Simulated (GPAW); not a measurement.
Runs of GPAW 26.7.0 on InAs. Symmetry: F-43m, No. 216, cubic system. Conventional cell: a = 6.036 Å, b = 6.036 Å, c = 6.036 Å, α = 90.00°, β = 90.00°, γ = 90.00°. In (site symmetry -43m) has 4 As at 2.61 Å as nearest neighbours. Around As (site symmetry -43m) lie 4 In at 2.61 Å. 

| task | level | potentials or basis | spin | cell | k mesh | cutoff (eV) | maxiter | band path | band points | spin axis theta (degrees) | spin axis phi (degrees) | gap on the mesh (eV) | pressure (GPa) | relaxed volume (Å³/atom) |
| --- | --- | --- | --- | --- | --- | --- | --- | --- | --- | --- | --- | --- | --- | --- |
| band structure | PBEsol | PAW data sets generated in the run's folder for this functional, pw | SOC, no magnetisation | as given | 6 × 6 × 6 | 600 | 150 | GXWKGLUWLK,UX | 60 | 0 | 0 | - | 1.4 | - |
| band structure | revPBE | the program's PAW data sets (release 1.2.1) made for this functional, pw | off | as given | 8 × 8 × 8 | 600 | 150 | GXWKGLUWLK,UX | 100 | - | - | - | (c) | - |
| relaxation of cell and atoms | LDA | the program's PAW data sets (release 1.2.1) made for this functional, pw | off | relaxed | 8 × 8 × 8 | 600 | 150 | - | - | - | - | none | 0.0 | 27.25 |
| relaxation of cell and atoms | PBEsol | PAW data sets generated in the run's folder for this functional, pw | off | relaxed | 8 × 8 × 8 | 600 | 150 | - | - | - | - | none | 0.0 | 28.08 |
| single point | PBEsol | PAW data sets generated in the run's folder for this functional, pw | off | as given | 6 × 6 × 6 | 450 | 80 | - | - | - | - | none | (a) | - |
| band structure | BLYP | PAW data sets generated in the run's folder for this functional, pw | off | as given | 8 × 8 × 8 | 600 | 150 | GXWKGLUWLK,UX | 60 | - | - | - | 7.2 | - |
| band structure | PBEsol | PAW data sets generated in the run's folder for this functional, pw | off | as given | 8 × 8 × 8 | 600 | 150 | GXWKGLUWLK,UX | 80 | - | - | - | 1.3 | - |
| relaxation of cell and atoms | PBE | GPAW PAW data sets (gpaw-data 1.2.1), pw | off | relaxed | 8 × 8 × 8 | 600 | 150 | - | - | - | - | none | 0.0 | (b) |

Alike in all rows: smearing fermi-dirac 0.05 eV.

**Question.** Fill in the values left out.

**Answer.** (a) 0.4; (b) 29.46; (c) 5.3.

Caveats: this crystal is a semiconductor, whose small gap the functional closes, so the metal is an error of the method; spin-orbit coupling is left out, which moves the levels of the heavy elements (some runs); later steps reuse the first step's grids (some runs); spin-orbit coupling was added after a scalar SCF, so levels and gaps hold it while energy, forces, pressure and moments don't (some runs); this program's spin-orbit splittings come out too wide for heavy elements (some runs); the cutoff is short for stress and forces, so pressures can be off by a GPa or more (some runs).

A k mesh can miss the band edges, and rows without SOC leave out spin-orbit coupling on As, In.

A gap of «none» marks a metal or a gap under the smearing width.
